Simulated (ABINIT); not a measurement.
The system is Si.

```
Si
1.0
     2.53211    0.00000    0.00000
     0.00000    2.53211    0.00000
     0.00000    0.00000    2.53211
Si
1
Direct
  0.50000 0.50000 0.50000
```

The cell was built by a generator and needn't be a form met in nature.

| Quantity | Value |
| --- | --- |
| Program | ABINIT 10.8.3 (patched build) |
| Task | single point |
| Functional | PBE |
| Potentials or basis | JTH PAW PBE v2.0 |
| Cutoff | 408 eV |
| k mesh | 10 × 10 × 10 |
| Occupations | fermi-dirac, width 0.05 eV |
| Spin | no spin polarisation |

On this cell: pressure 0.2 GPa; band gap on the k mesh none (metal or under the smearing width).

The same run follows on a disturbed copy (cell strained at random at fixed volume):

```
Si
1.0
     2.54662   -0.01755   -0.00396
    -0.01755    2.48769    0.00079
    -0.00396    0.00079    2.56277
Si
1
Direct
  0.49795 0.50142 0.48626
```

Task: What does the disturbed cell give?

Result: The energy (extrapolated to zero smearing) moves by +9.6 meV/atom; pressure 0.4 GPa; band gap on the k mesh none (metal or under the smearing width).

Stress tensor (GPa, compression positive):
```
-1.78  0.81  0.02
 0.81  6.61 -0.05
 0.02 -0.05 -3.54
```
